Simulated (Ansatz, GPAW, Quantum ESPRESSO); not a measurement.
## HfN: 5 runs at one level of theory

```xyz
2
Lattice="0.0000 2.2560 2.2560 2.2560 0.0000 2.2560 2.2560 2.2560 0.0000" Properties=species:S:1:pos:R:3 pbc="T T T"
Hf    0.0000    0.0000    0.0000
N     2.2560    2.2560    2.2560
```

Alike in all runs: task band structure; functional PBEsol; k mesh 10 × 10 × 10; occupations fermi-dirac, width 0.05 eV; no spin polarisation; no spin-orbit coupling. Pressure is positive in compression and, in plane waves, holds the error of the finite cutoff, which Ansatz's Pulay term estimates and takes out.

```json
{"program and potentials": "Ansatz, Ansatz PAW", "plane-wave cutoff (eV)": "420", "notes": "potentials made for PBE, which Ansatz adapts in part; 15.5 valence electrons an atom on average; Pulay term of +0.52 GPa included", "pressure (GPa)": "-1.93"}
{"program and potentials": "Quantum ESPRESSO, GBRV 1.5 PBEsol", "plane-wave cutoff (eV)": "612", "notes": "8.5 valence electrons an atom on average", "pressure (GPa)": "-2.83"}
{"program and potentials": "Ansatz, all-electron LAPW, scalar-relativistic", "plane-wave cutoff (eV)": "-", "notes": "-", "pressure (GPa)": "-1.87"}
{"program and potentials": "GPAW, PAW data sets generated for this functional", "plane-wave cutoff (eV)": "800", "notes": "8.5 valence electrons an atom on average", "pressure (GPa)": "-1.62"}
{"program and potentials": "Quantum ESPRESSO, PseudoDojo 0.4.1 SR PBEsol standard", "plane-wave cutoff (eV)": "1143", "notes": "8.5 valence electrons an atom on average", "pressure (GPa)": "-2.81"}
```

The pressure spans -2.83 (Quantum ESPRESSO, GBRV 1.5 PBEsol) to -1.62 GPa (GPAW, PAW data sets generated for this functional), with all-electron results at -1.87.

The functional is the same throughout but for its coding, so the spread measures potentials, basis and numerics; runs on potential files found faulty are left out.
